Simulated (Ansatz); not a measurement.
Write the native input for Ansatz 0.2.0 that does the following.

- Task: atomic charges
- Functional: RPBE
- Dispersion: D4
- Potentials or basis: SSSP efficiency PAW
- Cutoff: 600 eV
- Density cutoff: 6000 eV
- k mesh: 10 × 10 × 10
- Occupations: cold, width 0.15 eV
- Spin: no spin polarisation
- Hubbard terms: Cu d U = 6.2 eV
- Hubbard projectors: all-electron-ortho-atomic
- Double counting: fll (the default)

Cu:

```
Cu
1.0
    -0.00659    1.80838    1.85044
     1.80402    0.02005    1.82379
     1.80642    1.78413    0.01766
Cu
1
Direct
  0.97905 0.03308 0.98226
```

The cell isn't the ideal one: cell strained at random at fixed volume.

These files were run (other wordings do the same):

input.yaml

```yaml
crystal:
  lattice:
    - [-0.006594, 1.808381, 1.850439]
    - [1.804017, 0.020054, 1.823791]
    - [1.806416, 1.784132, 0.017655]
  atoms:
    - { symbol: Cu, position: [-0.020953, 0.033082, -0.01774] }
hamiltonian:
  xc: rpbe
  pseudopotentials: { kind: paw, accuracy: standard }
  dispersion: d4
  hubbard:
    sites: [{ species: Cu, l: d, u_eff: 6.2 }]
    projectors: all-electron-ortho-atomic
kpoints:
  mp_grid: { grid: [10, 10, 10] }
scf:
  occupations: { method: cold, width: 0.15 }
  eigensolver: { kind: davidson }
  mixing: { preconditioner: kerker_dos }
output:
  forces: true
  stress: true
  eigenvalues: true
  bader: true
  populations: intrinsic
basis:
  ecutwfc: "600 eV"
```

Potentials or basis: SSSP efficiency PAW.

Command:

```bash
$ ansatz run input.yaml --threads 1 --pin off --max-ram 2560MiB --backend cpu --events-out ev --progress --plain --runs-dir out
```

It gave:

The pressure is -2.8 GPa and the band gap on the k mesh is none (metal or under the smearing width).

Caveat: the pressure holds a Pulay correction of +2.2 GPa for the finite cutoff; U without spin polarisation on a metal has little footing; pairwise dispersion overbinds metals, which lowers pressure and volume; the U is typed as a test and isn't derived for this compound; the cutoff lies under the one recommended for these potentials.

Wall time 19 s on 1 thread of Arm Neoverse V2, on a shared host, peak memory 0.42 GiB.
